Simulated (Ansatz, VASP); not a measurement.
# GaSb in two plane-wave programs, part 2 of 2

Wanted: the spread between two codes on one cell, functional and k mesh. The cell is taken from a series of runs on this material, whose earlier steps may have relaxed, scaled, displaced or heated it; both programs get it as it stands.

VASP 6.6.1 and Ansatz 0.2.0.

So far: The structure; VASP: zone-centre phonons, LDA.

## 3. Ansatz: zone-centre phonons, LDA

Level of this step: Ansatz beside VASP: Kohn-Sham DFT, plane waves, LDA (Ansatz).

Ansatz runs on its PAW soft_1 files.

The same cell, functional (in two slightly different forms), mesh and smearing now go to Ansatz, which takes its cutoff from its data sets.

Input file input.yaml:

```yaml
crystal:
  lattice:
    - [0.0, 3.0061021606, 3.0848534591]
    - [3.0061021606, 0.0, 3.0848534591]
    - [3.0061021606, 3.0061021606, 0.0]
  atoms:
    - { symbol: Ga, position: [0.0, 0.0, 0.0] }
    - { symbol: Sb, position: [0.75, 0.75, 0.75] }
kpoints:
  mp_grid: { grid: [12, 12, 12] }
hamiltonian:
  xc: lda
  pseudopotentials: { kind: paw, azcp: { folder: soft_1 }, xc_functional: pbe }
scf:
  occupations: { method: methfessel_paxton, width: 0.2 }
output:
  eigenvalues: true
phonons:
  method: dfpt
```

The run is started by

```console
$ ansatz run input.yaml --threads 4 --pin off --max-ram 10240MiB --backend cpu --events-out ev --progress --plain --runs-dir out
```

Numbers of over 12 decimals in the logs are rounded to 6 here.

Log:

```text
zone centre: on kpoints.mp_grid the ground state, and the responses unless they are solved on pairs of k-points, stand on 280 of the mesh's 1728 k-points, reduced under 4 symmetry operations, with k and −k counted as one. Each operation leaves every solved displacement unchanged or reverses it
Engine: ansatz 0.2.0, x86_64-unknown-linux-gnu
Pseudopotentials: kind: paw
Pseudopotential: Ga, paw, valence charge 13, recommended cutoff 420 eV (normal), soft_1/Ga.paw.azcp
Pseudopotential: Sb, paw, valence charge 15, recommended cutoff 420 eV (normal), soft_1/Sb.paw.azcp
Functional definition: SPW92
  exchange = slater_x
  correlation = pw_c
Crystal: 2 atoms, lattice volume = 55.753 Å³
Basis set: ecut = 420 eV, 1091 PW (Γ), exchange–correlation on 60×60×60 points (8 copies of the dense FFT grid, shifted against one another)
Bands: 18, of which v1, the nominal top of the filled ones, is band 14 counted from 1 (13 counted from 0)
Symmetry: 8 space group operations
k-points: 280 of 1728 (irreducible under 4 space group operations, time reversal used)
Non-local potential: Ga, projectors of the file, l = 0: 2, l = 1: 2, l = 2: 3, l = 3: 1
Non-local potential: Sb, projectors of the file, l = 0: 2, l = 1: 2, l = 2: 2, l = 3: 1
PAW form: soft (Blöchl's): semilocal exchange-correlation on the pseudo side does not see the compensation charge
PAW frozen core: Ga, regenerated for the run's functional, and the local potential with it (the file was generated under x = pbe(κ = 0.804, μ = 0.219515), c = pbe(β = 0.066725))
PAW frozen core: Sb, regenerated for the run's functional, and the local potential with it (the file was generated under x = pbe(κ = 0.804, μ = 0.219515), c = pbe(β = 0.066725))
PAW one-centre angular grid: Ga, 590 points (default); XC on 64 Gauss nodes
PAW one-centre angular grid: Sb, 590 points (default); XC on 64 Gauss nodes
Initial density: superposition of atomic densities (chi_scale 0.1, normalization cell, long waves kept (reshape's long-wave potential 0.00 eV rms))
Initial wavefunctions: pseudopotential atomic-orbital guess
Functional: x = slater, c = lda
SCF iter   1: F=—  HF=-10043.246327 eV  |F-HF|=—  |Δ(HF+E_count)|=         —  Δρ=3.12e-2  dr2=4.51e-1  ethr=3.10e-3  ⟨swp⟩=5.5  Hψ=25659  notcnv=0
preconditioner: auto → none  [insulator: Δε(μ)=0.317 eV  Ē_g=14.926 eV  σ=0.200 eV  W_gap=0.57  n_scr=14 (ndim 8)  ℏωp=21.1 eV  f_vac=0.005  D(μ)=0.03/eV (n_scr^D=0)  ε∞_Penn≈3.0]
SCF iter   2: F=—  HF=-10043.131195 eV  |F-HF|=—  |Δ(HF+E_count)|=   1.15e-1  S|Δr|=    0.00e0  Δρ=1.39e-2  dr2=6.84e-2  ethr=1.61e-3  ⟨swp⟩=2.0  Hψ=8394  notcnv=0
SCF iter   3: F=—  HF=-10043.123045 eV  |F-HF|=—  |Δ(HF+E_count)|=   8.15e-3  S|Δr|=    0.00e0  Δρ=5.01e-3  dr2=1.28e-2  ethr=2.44e-4  ⟨swp⟩=2.0  Hψ=8599  notcnv=0
SCF iter   4: F=—  HF=-10043.117633 eV  |F-HF|=—  |Δ(HF+E_count)|=   5.41e-3  S|Δr|=    0.00e0  Δρ=9.16e-4  dr2=2.62e-4  ethr=4.57e-5  ⟨swp⟩=2.0  Hψ=7561  notcnv=0
SCF iter   5: F=—  HF=-10043.117560 eV  |F-HF|=—  |Δ(HF+E_count)|=   7.29e-5  S|Δr|=    0.00e0  Δρ=4.38e-4  dr2=3.44e-5  ethr=9.34e-7  ⟨swp⟩=2.0  Hψ=7561  notcnv=0
SCF iter   6: F=—  HF=-10043.117556 eV  |F-HF|=—  |Δ(HF+E_count)|=   4.03e-6  S|Δr|=    0.00e0  Δρ=2.07e-5  dr2=1.74e-7  ethr=1.23e-7  ⟨swp⟩=2.0  Hψ=7881  notcnv=0
SCF iter   7: F=—  HF=-10043.117556 eV  |F-HF|=—  |Δ(HF+E_count)|=   2.60e-7  S|Δr|=    0.00e0  Δρ=4.61e-6  dr2=7.18e-9  ethr=6.21e-10  ⟨swp⟩=2.0  Hψ=8965  notcnv=0
SCF iter   8: F=—  HF=-10043.117556 eV  |F-HF|=—  |Δ(HF+E_count)|=   1.41e-9  S|Δr|=    0.00e0  Δρ=9.19e-7  dr2=2.95e-10  ethr=2.56e-11  ⟨swp⟩=2.1  Hψ=7575  notcnv=0
SCF iter   9: F=-10043.117556 eV  HF=-10043.117556 eV  |F-HF|=3.64e-12  |Δ(HF+E_count)|=  1.49e-10  S|Δr|=    0.00e0  Δρ=1.50e-7  dr2=5.16e-12  ethr=1.00e-12  ⟨swp⟩=5.0  Hψ=27918  notcnv=0
SCF 1 converged in 9 iterations: F = -10043.117556 eV  dr2 = 5.16e-12
  greatest PAW one-centre occupation: 0.996 electrons in one spin orbital (limit 2), on the Sb atom at site 1 (counted from 0), in its partial waves of l = 2
DFPT response loops at Γ: preconditioner auto → Kerker (q_TF=auto, 2.432 Å⁻¹) (partly filled bands, converged f_vac=0.073); β = 1.00, the filter's whole step (`scf.mixing.beta` (0.50) is not read by the response loops under this deck's `scf.mixing.preconditioner`; to damp them name `kerker` or `kerker_dos`, under which they read `scf.mixing.beta`, and type it under 1.00, their step now; both keys bind the ground state too); Broyden in place of MSR1
SCF converged after 9 iterations
Stability not checked: this state was not tested for a lower state beside it, because cold or Methfessel-Paxton smearing, or corrected tetrahedra, fill the levels in a way that the test cannot read (fill_not_monotonic; see scf.lower_state_search)
Free energy (F): -10043.117556 eV
Harris-Foulkes:  -10043.117556 eV  (|F-HF|=3.64e-12)
Internal energy: -10043.118021 eV  (E = F + TS)
E sigma→0 (E₀):  -10043.117672 eV
Entropy (-TS):   0.000465 eV (0.232 meV/atom)
Fermi energy:    7.922632 eV
Step filling:    the computed levels leave a gap of 0.0000 eV = 0.0 smearing widths at the electron count; against every level under it full and every level over it empty, smearing changes F+E_penalty+E_count by +0.131 meV and its σ→0 estimate by +0.015 meV
--- Per-component energies (eV) ---
  E_band       = -259.108686
  E_kinetic    = 277.580870
  E_local      = -3352.247646  (includes V_loc(G=0)·N_el)
  E_nonlocal   = 302.917471
  E_hartree    = 1715.539576
  E_xc         = -161.469676
  E_vxc        = -147.546104  (∫ρ·V_xc dr)
  E_paw        = -6311.448938  (= ΣΔE_a)
  E_vpaw       = -770.892223  (= ΣTr[D̂ρ^β])
  E_aug_tail   = -0.000100  (compensation charges beyond the density's cutoff)
  E_ewald      = -2516.276870
  E_core_change = 2.287292  (= ΣΔE_core)
  E_smearing   = 0.000465  (= −TS)
  E_closure    = -0.000000  (closes the sum)
  Σ components = -10043.117556   (vs F -10043.117556, Δ=0.00e0)
--- Band table (eV; the first three rows and the last of 280) ---
  k-point 0: bands = [... 10 lower, -3.8722, 7.7420, 7.8575, 7.9006, 7.9006, 10.5958, 10.5958, 10.6728]
  k-point 1: bands = [... 10 lower, -3.7986, 6.5018, 7.6632, 7.7762, 8.7374, 10.7727, 10.7784, 10.9177]
  k-point 2: bands = [... 10 lower, -3.5820, 5.0755, 7.3629, 7.4977, 8.8261, 11.1657, 11.1763, 11.8115]
  k-point 279: bands = [... 10 lower, -1.4066, 0.8073, 5.2955, 5.2955, 8.8005, 9.0856, 16.6397, 16.6397]
--- Phonons (Γ-DFPT): 4 representative perturbations + reference, on 280 of 1728 k-points (Σ response iterations 12) ---
  k mesh reduced under 4 symmetry operations, with k and −k counted as one. Each operation leaves every solved displacement unchanged or reverses it
  ASR residual: 2.494e-4 → 0.000e0 eV/Å²; symmetrization residual: 2.534e-6 eV/Å²
  ASR residual per site (eV/Å²): 2.49e-4 5.04e-5
  Γ frequencies (cm⁻¹): 0.00 0.00 0.00 221.25 222.30 222.30
  non-analytic LO–TO correction: not included (Born effective charges unavailable; polar crystals: no LO–TO splitting at Γ)
```

## 4. Side by side

Known differences besides the potentials themselves: the two LDA forms differ slightly; the data sets hold 28 valence electrons in Ansatz (on its PAW soft_1 files) and 18 in VASP; the cutoff is 420 eV in Ansatz and 500 eV in VASP; VASP's log shows a relativistic correction to its local exchange, Ansatz's none. Total energies have different zeros and are not compared.

Compared:

| quantity | Ansatz | VASP | difference |
| --- | --- | --- | --- |
| optical mode 1 (cm⁻¹) | 221.2 | 223.2 | -0.89 % |
| optical mode 2 to 3 (cm⁻¹) | 222.3 | 224.2 | -0.83 % |

Modes are paired by rising frequency, not by their patterns, so a pair may set unlike modes beside each other; they are those without the splitting of longitudinal modes.

## 5. Results

| Item | Value |
| --- | --- |
| r.m.s. difference of the optical zone-centre modes, each program's sorted by frequency (zone-centre phonons, LDA) | 1.9 cm⁻¹ |
| difference in optical mode 1 (zone-centre phonons, LDA) | -0.9 % |

What this shows: The r.m.s. difference of the optical zone-centre modes, each program's sorted by frequency is 1.9 cm⁻¹ (zone-centre phonons, LDA). The data sets hold unlike numbers of valence electrons (28 in Ansatz and 18 in VASP), so part of the differences comes from the potentials. Among the rows given in per cent, the largest difference of the zone-centre phonons, LDA pair is in optical mode 1, -0.9 %. How closely two codes agree says nothing of how well the functional describes the real material.

[Lines on the potential files, build, host, timing and source positions are cut from VASP's logs without a mark.]

[Logs are printed without paths, hosts, clocks, repeated set-up lines and the standing remarks that a program may print on its own settings, such as how far it seeks lower states.]

[Hosts, paths, dates, database ids (printed as entryN), source tags and the programs' standing remarks are cut or masked in the printed files.]
